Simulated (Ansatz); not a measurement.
## A strain series on C (diamond): epitaxial in the plane normal to [111]

C (diamond), relaxed with r2SCAN in the plane-wave code Ansatz, then strained (epitaxial in the plane normal to [111]; changes of length per length, axes as in the cell below) with the atoms relaxed again within the symmetry that is left. The symmetry is Fd-3m (No. 227, cubic); conventional cell a = 3.560 Å, 5.64 Å³ an atom. Around C lie 4 C at 1.54 Å. Calculated for a static, non-magnetic cell.

```xyz
2
Lattice="0.0000 1.7801 1.7801 1.7801 0.0000 1.7801 1.7801 1.7801 0.0000" Properties=species:S:1:pos:R:3 pbc="T T T"
C     0.0000    0.0000    0.0000
C     0.8901    0.8901    0.8901
```

Gaps are the least over each mesh (PBE 12×12×12, r2SCAN 12×12×12, HSE06 8×8×8 when unstrained) and the special points, which keep their unstrained names; stress is the change from the unstrained cell, compression positive.

```csv
strain (%),free normal strain (%),"gap, PBE (eV)","gap, r2SCAN (eV)","gap, HSE06 (eV)","edges, HSE06","in-plane stress, r2SCAN (GPa)","energy rise, r2SCAN (meV/atom)"
-4.0,+0.42,4.115,4.338,5.286,"Γ → (-0.007, 0.389, 0.389)",+61.90,80.1
-3.0,+0.31,4.164,4.384,5.333,"Γ → (-0.005, 0.376, 0.376)",+44.34,44.0
-2.0,+0.20,4.180,4.399,5.346,"Γ → (-0.004, 0.368, 0.368)",+28.23,19.1
-1.0,+0.10,4.173,4.390,5.333,Γ → Γ–X (0.73),+13.47,4.7
0.0,0.00,4.148,4.361,5.300,Γ → Γ–X (0.73),0.00,0.0
+1.0,-0.09,4.093,4.305,5.246,Γ → Γ–X (0.73),-12.29,4.4
+2.0,-0.18,4.045,4.254,5.183,Γ → Γ–X (0.73),-23.46,17.2
+3.0,-0.27,3.982,4.181,5.101,"Γ → (0.004, 0.372, 0.372)",-33.57,37.8
+4.0,-0.35,3.899,4.094,5.005,"Γ → (0.005, 0.380, 0.380)",-42.70,65.6
```

Between zero and the nearest strains the slope of the HSE06 gap against strain is -0.033 eV per percent for negative and -0.054 for positive strain.

Where an edge lies off the special points, it is a point of the mesh or the k point where a search put PBE's edge or least direct gap, reused for the other functionals, whose own edges may lie a little apart.

Coordinates of k points refer to the reciprocal vectors of the primitive cell of the runs.

The meshes of the hybrids are coarse, so their gaps aren't converged to the digits shown.
